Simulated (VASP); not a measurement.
From VASP inputs to Ansatz: NaCl (strained CsCl)

INCAR

```
LREAL = .FALSE.
NSW = 0
ISMEAR = 0
LCHARG = .FALSE.
ISIF = 2
LASPH = .TRUE.
NBANDS = 14
IBRION = -1
NELM = 120
EDIFF = 1E-7
PREC = Accurate
METAGGA = R2SCAN
ALGO = Normal
SIGMA = 0.01
ENCUT = 520
LWAVE = .FALSE.
```

KPOINTS

```
KPOINTS created by Atomic Simulation Environment
0
Gamma
8 8 8
0 0 0
```

KPOINTS_OPT

```
special points
5
Reciprocal
0.0000000000 0.0000000000 0.0000000000 1
0.0000000000 0.5000000000 0.0000000000 1
0.5000000000 0.5000000000 0.0000000000 1
0.5000000000 0.5000000000 0.5000000000 1
0.0000000000 0.5000000000 0.5000000000 1
```

POSCAR

```
Na Cl
 1.0000000000000000
     3.5609105586999998    0.0000000000000000    0.0000000000000000
     0.0000000000000000    3.5609105586999998    0.0000000000000000
     0.0000000000000000    0.0000000000000000    3.5609105586999998
 Na  Cl
   1   1
Cartesian
  0.0000000000000000  0.0000000000000000  0.0000000000000000
  1.7804552793499999  1.7804552793499999  1.7804552793499999
```

VASP ran with the recommended PBE PAW datasets (14 valence electrons in the cell).

Q: Write an Ansatz input for this cell and level of theory.

A: 

```yaml
crystal:
  lattice:
    - [3.5609105587, 0.0, 0.0]
    - [0.0, 3.5609105587, 0.0]
    - [0.0, 0.0, 3.5609105587]
  atoms:
    - { symbol: Na, position: [0.0, 0.0, 0.0] }
    - { symbol: Cl, position: [0.5, 0.5, 0.5] }
kpoints:
  mp_grid: { grid: [8, 8, 8] }
  band_path:
    path:
      - [0.0, 0.0, 0.0]
      - [0.0, 0.5, 0.0]
      - [0.5, 0.5, 0.0]
      - [0.5, 0.5, 0.5]
      - [0.0, 0.5, 0.5]
    npoints: 1
hamiltonian:
  xc: r2scan
scf:
  occupations: { method: fixed }
  n_extra_bands: 4
output:
  forces: true
  stress: true
  eigenvalues: true
```

Other inputs would serve too.

```tsv
	VASP	Ansatz
gap between bands v and c	4.64 eV	4.61 eV
least direct gap	5.11 eV	5.08 eV
pressure	-2.3 GPa	-2.1 GPa
```

Datasets and cutoffs are each program's own. VASP's cell holds 14 valence electrons and Ansatz's 16. Ansatz's stress includes a Pulay correction; VASP's doesn't.
